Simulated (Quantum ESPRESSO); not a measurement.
# Ta: equation of state with LDA

**What was measured.**

From “Refinement of the equation of state of tantalum”, 2004, arxiv:cond-mat/0403080, for a bulk crystal of Ta: bulk modulus 194 GPa.

Crystal: Ta.

```
Ta
1.0
    -1.65128    1.65128    1.65128
     1.65128   -1.65128    1.65128
     1.65128    1.65128   -1.65128
Ta
1
Direct
  0.00000 0.00000 0.00000
```

```
Program                     : Quantum ESPRESSO 7.5
Task                        : equation of state
Functional                  : LDA
Potentials or basis         : GBRV 1.5 LDA
Cutoff                      : 612 eV
Density cutoff              : 4898 eV
k mesh                      : 11 × 11 × 11
Occupations                 : fermi-dirac, width 0.05 eV
Spin                        : no spin polarisation
Form of the LDA correlation : PZ81
Mixing beta                 : 0.5
Most SCF iterations         : 120
SCF threshold               : 2e-10 Ry
```

```yaml
Equilibrium_volume: 17.21 Å³/atom
Bulk_modulus: 230 GPa
Pressure_derivative_of_the_bulk_modulus: 4.4
```

Energy against volume, from the lowest point:
| volume (Å³/atom) | energy (meV/atom) |
| --- | --- |
| 16.930 | 3.24 |
| 17.290 | 0.00 |
| 17.650 | 7.30 |
| 18.010 | 23.96 |
| 18.371 | 49.24 |
| 18.731 | 81.82 |
| 19.091 | 121.22 |

All runs of the series together: 52 s on 1 thread of Arm Neoverse V2, with other jobs on the host.

A measured bulk modulus of Ta is 194 GPa (quoted in “Refinement of the equation of state of tantalum”, 2004, arxiv:cond-mat/0403080); the calculated 230 GPa misses it by +18.4 %. The fit is for a static lattice scaled at fixed shape and fixed fractional positions.

The run has no spin-orbit coupling, so splittings on Ta are missing. LDA usually gives volumes a few per cent too small.
